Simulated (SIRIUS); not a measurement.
# Sn (Im-3m) in SIRIUS: reference runs

Aim: a first look at Sn with PBE, on the cell as given and on a disturbed one.

Everything below comes from runs of SIRIUS 7.10.0. Logs are shortened: lines on timing, memory, paths and dates and some standing lists are left out, and cuts for length are marked. The log counts tension as positive stress, the text compression.

## (1) The structure

It takes space group Im-3m (No. 229, cubic). The conventional cell has a = 3.789 Å, b = 3.789 Å, c = 3.789 Å, α = 90.00°, β = 90.00°, γ = 90.00°. Sn (site symmetry m-3m) is surrounded by 8 Sn at 3.28 Å.

This isn't the form of Sn at room conditions, which is tetragonal (white tin).

## (2) Single point, PBE

sirius.json

```json
{
  "control": {
    "processing_unit": "cpu",
    "verbosity": 2,
    "num_bands_to_print": 14,
    "print_forces": true,
    "print_stress": true
  },
  "parameters": {
    "electronic_structure_method": "pseudopotential",
    "xc_functionals": ["XC_GGA_X_PBE", "XC_GGA_C_PBE"],
    "gk_cutoff": 8.5,
    "pw_cutoff": 17.0,
    "ngridk": [10, 10, 10],
    "shiftk": [0, 0, 0],
    "smearing": "fermi_dirac",
    "smearing_width": 0.0018374661,
    "num_bands": 14,
    "num_mag_dims": 0,
    "num_dft_iter": 100,
    "energy_tol": 1e-08,
    "density_tol": 1e-06
  },
  "iterative_solver": {
    "type": "davidson",
    "min_tolerance": 1e-09,
    "tolerance_scale": [0.1, 0.25]
  },
  "mixer": {
    "type": "anderson",
    "beta": 0.7,
    "max_history": 8
  },
  "settings": {
    "tol_ne": 1e-10,
    "pseudo_grid_cutoff": 6.5
  },
  "unit_cell": {
    "lattice_vectors": [
      [-0.57735026919, 0.57735026919, 0.57735026919],
      [0.57735026919, -0.57735026919, 0.57735026919],
      [0.57735026919, 0.57735026919, -0.57735026919]
    ],
    "lattice_vectors_scale": 6.201388015,
    "atom_coordinate_units": "lattice",
    "atom_types": ["Sn"],
    "atom_files": {
      "Sn": "Sn.json"
    },
    "atoms": {
      "Sn": [
        [0.0, 0.0, 0.0]
      ]
    }
  }
}
```

Potentials or basis: PseudoDojo 0.4.1 PBE standard (scalar relativistic).

On the command line:

```
$ upf_to_json Sn.upf
$ OMP_NUM_THREADS=1 sirius.scf --input=sirius.json --output=out.json --task=0
```

The program printed:

```text
[info] SIRIUS version : 7.10.0
[info] number of MPI ranks           : 1
[info] MPI grid                      : 1 1
[info] maximum number of OMP threads : 1
[fft] FFT context for density and potential
[fft] =====================================
[fft]   comm size                             : 1
[fft]   plane wave cutoff                     : 17
[fft]   grid size                             : 36 36 36   total : 46656
[fft]   grid limits                           : -17 18   -17 18   -17 18
[fft]   number of G-vectors within the cutoff : 7650
[fft]   local number of G-vectors             : 7650
[fft]   number of G-shells                    : 417
[fft] FFT context for coarse grid
[fft] =====================================
[fft]   comm size                             : 1
[fft]   plane wave cutoff                     : 17
[fft]   grid size                             : 36 36 36   total : 46656
[fft]   grid limits                           : -17 18   -17 18   -17 18
[fft]   number of G-vectors within the cutoff : 7650
[fft]   local number of G-vectors             : 7650
[fft]   number of G-shells                    : 417
[unit cell] lattice vectors
[unit cell]   a1 :      -3.5803730398      3.5803730398      3.5803730398
[unit cell]   a2 :       3.5803730398     -3.5803730398      3.5803730398
[unit cell]   a3 :       3.5803730398      3.5803730398     -3.5803730398
[unit cell] reciprocal lattice vectors
[unit cell]   b1 :      -0.0000000000      0.8774484163      0.8774484163
[unit cell]   b2 :       0.8774484163     -0.0000000000      0.8774484163
[unit cell]   b3 :       0.8774484163      0.8774484163     -0.0000000000
[unit cell] unit cell volume :       183.58822631 [a.u.^3]
[unit cell] 1/sqrt(omega)    :         0.07380361
[unit cell] MT volume        :         0.00000000 ( 0.00%)
[unit cell] IT volume        :       183.58822631 (100.00%)
[unit cell] number of atom types : 1
[unit cell] type id : 0 symbol : Sn mt_radius :  16.270000 num_atoms : 1
[unit cell] total number of atoms : 1
[unit cell] number of symmetry classes : 1
[unit cell] number of PAW atoms : 0
[unit cell] atom id  type id  class id             position                      vector_field
[unit cell] ------------------------------------------------------------------------------------------
[unit cell]      0        0        0      0.00000   0.00000   0.00000      0.00000   0.00000   0.00000
[unit cell] atom id         position (Cartesian, a.u.)
[unit cell] ---------------------------------------------
[unit cell]      0       0.000000    0.000000    0.000000
[unit cell] class id : 0 atom id : 0
[unit cell] minimum bond length:     6.201388
[unit cell] total number of pseudo wave-functions: 9
[sym] space group number   : 229
[sym] international symbol : Im-3m
[sym] Hall symbol          : -I 4 2 3
[sym] space group transformation matrix :
[sym]  -0.5000  0.5000  0.5000
[sym]   0.5000 -0.5000  0.5000
[sym]   0.5000  0.5000 -0.5000
[sym] space group origin shift :
[sym]   0.0000  0.0000  0.0000
[sym] number of space group operations  : 48
[sym] number of magnetic group operations : 48
[sym] metric tensor error: 1.4211e-14
[sym] rotation matrix error: 3.3307e-16
[sym] symmetry operations
[... list of symmetry operations ...]
[atom type] label          : Sn
[atom type] --------------------------------------------------------------------------------
[atom type] symbol         : Sn
[atom type] name           :
[atom type] zn             : 14
[... 174 lines left out ...]
[diagonalize] average number of iterations: 2.48936
[find] Total energy                   :     -78.80438772 (Ha),    -157.60877543 (Ry)
[find] Free energy (E-TS)             :     -78.80465596 (Ha),    -157.60931192 (Ry)
[find] band gap (eV)                  :       0.00000000
[find] Efermi                         :       0.40862780
[find] iteration : 3, RMS : 1.496074889890e-05, energy difference : -2.005918034342e-06
[find] Hartree energy of density residual : 8.765361460549e-09
[find] | SCF iteration   4 out of 100|
[diagonalize] iterative solver tolerance (occupied, empty): 1.49607e-06 1.49607e-06
[... 29 lines left out ...]
[find] Free energy (E-TS)             :     -78.80465627 (Ha),    -157.60931254 (Ry)
[find] band gap (eV)                  :       0.00000000
[find] Efermi                         :       0.40863975
[find] iteration : 7, RMS : 4.891354411074e-07, energy difference : -1.544989913782e-09
[find] Hartree energy of density residual : 3.463365538864e-11
[find] | SCF iteration   8 out of 100|
[diagonalize] iterative solver tolerance (occupied, empty): 5.84404e-09 5.84404e-09
[diagonalize] average number of iterations: 2.42553
[find] Total energy                   :     -78.80438805 (Ha),    -157.60877609 (Ry)
[find] Free energy (E-TS)             :     -78.80465627 (Ha),    -157.60931254 (Ry)
[find] band gap (eV)                  :       0.00000000
[find] Efermi                         :       0.40864001
[find] iteration : 8, RMS : 1.548597638701e-07, energy difference : -9.006555501401e-10
[find] Hartree energy of density residual : 3.089156464920e-12
[find] bands are converged : true
[find] iterative solver converged : false
[find] +------------------------------+
[find] | SCF iteration   9 out of 100|
[find] +------------------------------+
[diagonalize] iterative solver tolerance (occupied, empty): 1.46101e-09 1.46101e-09
[diagonalize] average number of iterations: 2.89362
[diagonalize] Lowest band energies
[diagonalize] ik:    0   -0.383795   -0.383795   -0.383795   -0.378772   -0.378772    0.002366    0.701935    0.701935    0.701935    0.867317    0.875989    0.875989    0.875989    0.922176
[diagonalize] ik:    1   -0.383954   -0.383563   -0.383039   -0.378949   -0.378795    0.010369    0.638362    0.672888    0.691612    0.801800    0.813054    0.851789    0.904228    0.917069
[diagonalize] ik:    2   -0.384369   -0.383074   -0.381041   -0.379316   -0.378852    0.034411    0.523033    0.622812    0.665545    0.755813    0.768467    0.856689    0.924518    1.003381
[diagonalize] ik:    3   -0.384881   -0.382846   -0.379442   -0.378919   -0.378537    0.074343    0.408852    0.579922    0.637555    0.725069    0.737090    0.888410    0.952295    1.106708
[diagonalize] ik:    4   -0.385295   -0.383035   -0.379206   -0.378971   -0.376484    0.128470    0.308336    0.552212    0.617996    0.707262    0.718480    0.935794    0.987848    1.132661
[diagonalize] ...
[diagonalize] ik:   42   -0.383328   -0.382667   -0.379618   -0.378057   -0.376184    0.237634    0.318932    0.427498    0.478412    0.636437    0.678795    0.943251    0.973005    1.180518
[diagonalize] ik:   43   -0.383536   -0.383121   -0.379053   -0.377280   -0.376547    0.246266    0.352958    0.382505    0.488401    0.605205    0.657556    0.948342    1.089768    1.093990
[diagonalize] ik:   44   -0.383968   -0.383422   -0.377355   -0.377355   -0.377138    0.246239    0.410259    0.410379    0.410379    0.563604    0.647325    1.051574    1.081505    1.081505
[diagonalize] ik:   45   -0.384183   -0.384026   -0.377327   -0.376907   -0.376371    0.283877    0.364977    0.401424    0.428864    0.571651    0.591623    1.054532    1.094333    1.162593
[diagonalize] ik:   46   -0.384540   -0.384540   -0.376443   -0.376443   -0.376443    0.318348    0.392462    0.392462    0.392462    0.550496    0.550496    1.112758    1.192742    1.192742
[find] Charges and magnetic moments
[find] --------------------------------------------------------------------------------
[find] total charge          : 14.000000
[find] Energy
[find] --------------------------------------------------------------------------------
[find] valence_eval_sum               :      -2.83621251
[find] <rho|V^{XC}>                   :     -12.56786218
[find] <rho|E^{XC}>                   :     -22.03786187
[find] <mag|B^{XC}>                   :       0.00000000
[find] <rho|V^{H}>                    :      33.38526856
[find] one-electron contribution      :     -23.65361888 (Ha),     -47.30723777 (Ry)
[find] hartree contribution           :      16.69263428
[find] xc contribution                :     -22.03786187
[find] ewald contribution             :     -49.80554737
[find] PAW contribution               :       0.00000000
[find] smearing (-TS)                 :      -0.00026822
[find] SCF correction                 :       0.00000580
[find] Total energy                   :     -78.80438805 (Ha),    -157.60877609 (Ry)
[find] Free energy (E-TS)             :     -78.80465627 (Ha),    -157.60931254 (Ry)
[find] band gap (eV)                  :       0.00000000
[find] Efermi                         :       0.40864001
[find] iteration : 9, RMS : 1.011487533388e-07, energy difference : -1.416680106558e-10
[find] Hartree energy of density residual : 1.067862766448e-12
[find] bands are converged : true
[find] iterative solver converged : true
[find] converged after 10 SCF iterations!
[find] Charges and magnetic moments
[find] --------------------------------------------------------------------------------
[find] total charge          : 14.000000
[find] Energy
[find] --------------------------------------------------------------------------------
[find] valence_eval_sum               :      -2.83621251
[find] <rho|V^{XC}>                   :     -12.56786218
[find] <rho|E^{XC}>                   :     -22.03786187
[find] <mag|B^{XC}>                   :       0.00000000
[find] <rho|V^{H}>                    :      33.38526856
[find] one-electron contribution      :     -23.65361888 (Ha),     -47.30723777 (Ry)
[find] hartree contribution           :      16.69263428
[find] xc contribution                :     -22.03786187
[find] ewald contribution             :     -49.80554737
[find] PAW contribution               :       0.00000000
[find] smearing (-TS)                 :      -0.00026822
[find] SCF correction                 :       0.00000580
[find] Total energy                   :     -78.80438805 (Ha),    -157.60877609 (Ry)
[find] Free energy (E-TS)             :     -78.80465627 (Ha),    -157.60931254 (Ry)
[find] band gap (eV)                  :       0.00000000
[find] Efermi                         :       0.40864001
[ground_state] === stress tensor components [kbar] ===
[ground_state] === stress_kin ===
[ground_state] -50172.319473    0.000000    0.000000
[ground_state]     0.000000-50172.319473   -0.000000
[ground_state]     0.000000   -0.000000-50172.319473
[ground_state] === stress_har ===
[ground_state] -8916.951477    0.000000    0.000000
[ground_state]     0.000000-8916.951477   -0.000000
[ground_state]     0.000000   -0.000000-8916.951477
[ground_state] === stress_ewald ===
[ground_state] 26605.366282   -0.000000   -0.000000
[ground_state]    -0.00000026605.366282    0.000000
[ground_state]    -0.000000    0.00000026605.366282
[ground_state] === stress_vloc ===
[ground_state] -3388.806220    0.000000    0.000000
[ground_state]     0.000000-3388.806220   -0.000000
[ground_state]     0.000000   -0.000000-3388.806220
[ground_state] === stress_xc ===
[ground_state] -14788.058965    0.000000    0.000000
[ground_state]     0.000000-14788.058965   -0.000000
[ground_state]     0.000000   -0.000000-14788.058965
[ground_state] === stress_core ===
[ground_state] 21973.196949   -0.000000   -0.000000
[ground_state]    -0.00000021973.196949    0.000000
[ground_state]    -0.000000    0.00000021973.196949
[ground_state] === stress_nonloc ===
[ground_state] 28680.628699   -0.000000   -0.000000
[ground_state]    -0.00000028680.628699    0.000000
[ground_state]    -0.000000    0.00000028680.628699
[ground_state] === stress_us_nl ===
[ground_state] 28680.628699   -0.000000   -0.000000
[ground_state]    -0.00000028680.628699    0.000000
[ground_state]    -0.000000    0.00000028680.628699
[ground_state] === stress_total ===
[ground_state]    -6.944207   -0.000000    0.000000
[ground_state]    -0.000000   -6.944207    0.000000
[ground_state]     0.000000    0.000000   -6.944207
[ground_state] ==== total Forces in Ha/bohr =====
[ground_state] atom:    0, force:       0.0000000      0.0000000      0.0000000
[... 8 lines left out ...]
[ground_state] ==== Ewald forces from ions =====
[ground_state] atom:    0, force:       0.0000000      0.0000000      0.0000000
[~DFT_ground_state] local op. applied: 15786
[~DFT_ground_state] evp. work count: 4625.78
[~DFT_ground_state] number of iterative solver steps: 1557
```

It took 23 s on 1 thread of Arm Neoverse V1, shared host; peak memory 0.28 GiB.

What came out:

```
Free energy            : -2144.3839 eV
Pressure               : 0.7 GPa
Band gap on the k mesh : none (metal or under the smearing width)
```

## (3) Single point, PBE (cell strained at random at fixed volume)

sirius.json, as its differences from that of step 2:

```diff
@@ -39,7 +39,6 @@
     "lattice_vectors": [
-      [-0.57735026919, 0.57735026919, 0.57735026919],
-      [0.57735026919, -0.57735026919, 0.57735026919],
-      [0.57735026919, 0.57735026919, -0.57735026919]
+      [-3.548773381218, 3.587452295537, 3.609845550114],
+      [3.580309130786, -3.533423135908, 3.587352140053],
+      [3.566678536249, 3.551328290939, -3.555816390485]
     ],
-    "lattice_vectors_scale": 6.201388015,
     "atom_coordinate_units": "lattice",
@@ -51,3 +50,3 @@
       "Sn": [
-        [0.0, 0.0, 0.0]
+        [0.0096, 0.006309, -0.003259]
       ]
```

Potentials or basis: PseudoDojo 0.4.1 PBE standard (scalar relativistic).

On the command line:

```
$ upf_to_json Sn.upf
$ OMP_NUM_THREADS=1 sirius.scf --input=sirius.json --output=out.json --task=0
```

Run time: 3.7 min. Hardware: 1 thread of Arm Neoverse V1, shared host; peak memory 1.3 GiB.

Results (log left out):

- Free energy: -2144.3845 eV
- Pressure: 0.7 GPa
- Band gap on the k mesh: none (metal or under the smearing width)

Stress tensor (GPa, compression positive):
```
0.56 0.16 0.16
0.16 0.50 0.15
0.16 0.15 1.04
```
